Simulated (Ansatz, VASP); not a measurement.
# HgTe in VASP and in Ansatz

The input INCAR:

```
  PREC = Accurate
  ENCUT = 520
  EDIFF = 1E-6
  ISMEAR = -1
  SIGMA = 0.08
  LREAL = F
  LASPH = T
  NELM = 80
  ALGO = Normal
  ISIF = 2
  LWAVE = F
  LCHARG = F
  GGA = PE
  NBANDS = 16
```

Contents of KPOINTS:

```
Automatic mesh
0
Gamma
  10 10 10
```

The input POSCAR:

```
HgTe
1.0
    0.0000000000      2.9215000000      3.0091450000
    2.9215000000      0.0000000000      3.0091450000
    2.9215000000      2.9215000000      0.0000000000
Hg Te
1 1
Direct
    0.0000000000      0.0000000000      0.0000000000
    0.5000000000      0.5000000000      0.5000000000
```

Input for Ansatz:

```yaml
crystal:
  lattice:
    - [0.0, 2.9215, 3.009145]
    - [2.9215, 0.0, 3.009145]
    - [2.9215, 2.9215, 0.0]
  atoms:
    - { symbol: Hg, position: [0.0, 0.0, 0.0] }
    - { symbol: Te, position: [0.5, 0.5, 0.5] }
kpoints:
  mp_grid: { grid: [10, 10, 10] }
  band_path:
    path:
      - [0.0, 0.0, 0.0]
      - [0.0, 0.5, 0.5]
      - [0.25, 0.75, 0.5]
      - [0.0, 0.5, 0.0]
      - [0.0, 0.0, 0.0]
      - [0.5, 0.5, 0.0]
      - [0.3678244886, 0.6321755114, 0.0]
      - [-0.3678244886, 0.3678244886, 0.0]
      - [0.0, 0.0, 0.0]
    npoints: 5
scf:
  occupations: { method: fermi_dirac, width: 0.08 }
hamiltonian:
  xc: pbe
  pseudopotentials: { kind: all_electron, lapw: { basis_error: 0.001 } }
output:
  forces: true
  stress: true
  eigenvalues: true
```

Change from the starting cell: zz strain of +3 %.

Alike in both runs: task single point; functional PBE; k mesh 10 × 10 × 10; occupations fermi-dirac, width 0.08 eV; no spin polarisation.

|  | VASP | Ansatz |
| --- | --- | --- |
| version | VASP 6.6.1 | Ansatz 0.2.0 |
| potentials or method | VASP PAW PBE potentials, release 64 (Hg, Te) | all-electron LAPW, scalar-relativistic |
| plane-wave cutoff (eV) | 520 | see its input |

|  | VASP | Ansatz | Ansatz less VASP |
| --- | --- | --- | --- |
| pressure (GPa) | 8.0 | 7.8 | -0.21 |
| largest component of the traceless stress (GPa) | 2.25 | 2.20 | -0.051 |

Ansatz ran all-electron here, so the differences hold the error of VASP's frozen core and of both bases.

Spin-orbit coupling is left out, which matters for the levels of Hg, Te.
